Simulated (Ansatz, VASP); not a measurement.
## One calculation of Nb, two programs

```
Nb
1.0
     0.00000    2.10080    2.10080
     2.10080    0.00000    2.10080
     2.10080    2.10080    0.00000
Nb
1
Direct
  0.00000 0.00000 0.00000
```

Change from the starting cell: volume scaled by 0.98, PAW files.

Alike in both runs: task electric field gradients; functional LDA; k mesh 13 × 13 × 13; occupations fermi-dirac, width 0.03 eV; no spin polarisation.

|  | VASP | Ansatz |
| --- | --- | --- |
| version | VASP 6.6.1 | Ansatz 0.2.0 |
| potentials or method | VASP PAW LDA potentials, release 64 (Nb_sv) | PAW with Ansatz's default frozen-core files, scalar-relativistic |
| plane-wave cutoff (eV) | 520 | 420 |
| valence electrons in the cell | 13 | 13 |

|  | VASP | Ansatz | Ansatz less VASP |
| --- | --- | --- | --- |
| pressure (GPa) | -7.3 | -7.2 | +0.11 |
| Vzz of the field gradient on the site that differs most (V/Å²) | 0.0 | 0.0 | 0.00 |

Ansatz warned: «gradients_without_spin_orbit».
